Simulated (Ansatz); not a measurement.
One crystal and one scan (energy against volume) at two levels, PBE (plane waves to 420 eV, PAW, scalar-relativistic; Ansatz, a program for electronic structure) and r2SCAN (plane waves to 500 eV, PAW, scalar-relativistic; Ansatz), each from its own relaxed cell and on its own mesh. The cell shown is that of PBE.

GeO2 (alpha-quartz type, space group P3_121)

```yaml
crystal:
  lattice:
    - [5.09349, 0.00000, 0.00000]
    - [-2.54674, 4.41109, 0.00000]
    - [0.00000, 0.00000, 5.76775]
  atoms:
    - { symbol: Ge, position: [0.45565, 0.00000, 0.83333] }
    - { symbol: Ge, position: [0.00000, 0.45565, 0.16667] }
    - { symbol: Ge, position: [0.54435, 0.54435, 0.50000] }
    - { symbol: O, position: [0.39740, 0.29816, 0.74186] }
    - { symbol: O, position: [0.70184, 0.09924, 0.07519] }
    - { symbol: O, position: [0.90076, 0.60260, 0.40853] }
    - { symbol: O, position: [0.09924, 0.70184, 0.92481] }
    - { symbol: O, position: [0.29816, 0.39740, 0.25814] }
    - { symbol: O, position: [0.60260, 0.90076, 0.59147] }
```

This relaxed cell (volume V₀) is scaled evenly in all directions, its shape held. The atoms relax within the cell's symmetry.

E stands for the smeared free energy. GeO2 was relaxed with its symmetry unable to fall. With the shape held, the modulus is that of even scaling; a crystal free to change shape is softer. Percentages come from the unrounded values.

Results of PBE:

- Lattice constant a (Å) = 5.093
- Lattice constant c (Å) = 5.768
- Relaxed volume (Å³/atom) = 14.40
- Band gap of the relaxed cell, no spin-orbit coupling (eV) = 3.22
- Bulk modulus at fixed cell shape B₀ (third-order Birch-Murnaghan fit) (GPa) = 39.6
- Pressure derivative B₀′ (fit) = 3.3

What does r2SCAN give for the same quantities?


```tsv
quantity	r2SCAN	PBE − r2SCAN
Lattice constant a (Å)	4.989	+0.104 (+2.1 %)
Lattice constant c (Å)	5.675	+0.093 (+1.6 %)
Relaxed volume (Å³/atom)	13.59	+0.81 (+5.9 %)
Band gap of the relaxed cell, no spin-orbit coupling (eV)	4.22	-1.00 (-24 %)
Bulk modulus at fixed cell shape B₀ (third-order Birch-Murnaghan fit) (GPa)	43.1	-3.5 (-8.2 %)
Pressure derivative B₀′ (fit)	3.9	-0.6 (-15 %)
```

PBE gives the higher value for: lattice constant a; lattice constant c; relaxed volume. PBE gives the lower value for: band gap of the relaxed cell, no spin-orbit coupling; bulk modulus at fixed cell shape B₀; pressure derivative B₀′. Neither level is exact: the differences show how much the result hangs on the functional.

(Under strain, the slope of the energy per volume gives the stress and its curvature an elastic modulus.)
